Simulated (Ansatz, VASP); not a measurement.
KBr: VASP beside Ansatz

```
CELL_PARAMETERS angstrom
0.00000 3.31660 3.31660
3.31660 0.00000 3.31660
3.31660 3.31660 0.00000
ATOMIC_POSITIONS crystal
K 0.00000 0.00000 0.00000
Br 0.50000 0.50000 0.50000
```

Alike in both runs: task single point; functional PBE; k mesh 6 × 6 × 6; occupations gaussian, width 0.02 eV; no spin polarisation.

|  | VASP | Ansatz |
| --- | --- | --- |
| version | VASP 6.6.1 | Ansatz 0.2.0 |
| potentials or method | VASP PAW PBE potentials, release 64 (K_sv, Br) | scalar-relativistic, plane waves, PAW |
| plane-wave cutoff (eV) | 520 | 420 |
| valence electrons in the cell | 16 | 16 |

VASP gave:

| Item | Value |
| --- | --- |
| gap on the k mesh at the Fermi level (eV) | 4.39 |
| least direct gap on the mesh (eV) | 4.39 |
| pressure (GPa) | 0.5 |

Which values does Ansatz return?

gap on the k mesh at the Fermi level (eV): 4.40; least direct gap on the mesh (eV): 4.40; pressure (GPa): 0.5.
